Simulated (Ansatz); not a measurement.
Wanted: the native input for an Ansatz 0.2.0 run.

| Property | Result |
| --- | --- |
| Task | band structure |
| Functional | LDA |
| Potentials or basis | Ansatz PAW |
| Cutoff | 420 eV (not typed: the program's choice for these potentials) |
| k mesh | 6 × 6 × 4 |
| Occupations | fermi-dirac, width 0.05 eV |
| Spin | no spin polarisation |
| Path | [["G", "X", "S", "R", "A", "Z", "G", "Y", "X1", "A1", "T", "Y"], ["Z", "T"]] |
| Points for each segment of the path | 14 |

The system is TiSi.

```
Ti Si
1.0
     1.81618   -2.11762    0.00000
     1.81618    2.11762    0.00000
     0.00000    0.00000    3.80393
Ti Si
1 1
Direct
  0.50000 0.50000 0.00000
  0.00000 0.00000 0.50000
```

The cell comes from a database or a generator and needn't be the stable form of this composition.

One way to write it, as run:

input.yaml

```yaml
crystal:
  lattice:
    - [1.816178, -2.117624, 0.0]
    - [1.816178, 2.117624, 0.0]
    - [0.0, 0.0, 3.803934]
  atoms:
    - { symbol: Ti, position: [0.5, 0.5, 0.0] }
    - { symbol: Si, position: [0.0, 0.0, 0.5] }
hamiltonian:
  xc: lda
  pseudopotentials: { kind: paw }
kpoints:
  mp_grid: { grid: [6, 6, 4] }
  band_path:
    path:
      - [[0.0, 0.0, 0.0], [0.4338904303, 0.4338904303, 0.0], [0.0, 0.5, 0.0], [0.0, 0.5, 0.5], [0.4338904303, 0.4338904303, 0.5], [0.0, 0.0, 0.5], [0.0, 0.0, 0.0], [-0.5, 0.5, 0.0], [-0.4338904303, 0.5661095697, 0.0], [-0.4338904303, 0.5661095697, 0.5], [-0.5, 0.5, 0.5], [-0.5, 0.5, 0.0]]
      - [[0.0, 0.0, 0.5], [-0.5, 0.5, 0.5]]
    npoints: 14
scf:
  occupations: { method: fermi_dirac, width: 0.05 }
  n_extra_bands: 6
output:
  forces: true
  stress: true
  eigenvalues: true
  fatbands: true
```

Potentials or basis: Ansatz PAW.

Launch:

```sh
$ ansatz run input.yaml --threads 2 --pin off --max-ram 5632MiB --backend cpu --events-out ev --progress --plain --runs-dir out
```

Results of the run:

```json
{"Pressure": "-8.0 GPa", "Band gap on the k mesh": "none (metal or under the smearing width)"}
```

Caveat: the k mesh is coarse (spacing up to 0.41 Å⁻¹), so the values aren't converged; the PAW data sets come from PBE, with cores solved anew for the run's functional, which leaves a small shift of forces and pressure.

It took 1.8 s on 2 threads of Arm Neoverse V1, on a shared host, peak memory 0.29 GiB.
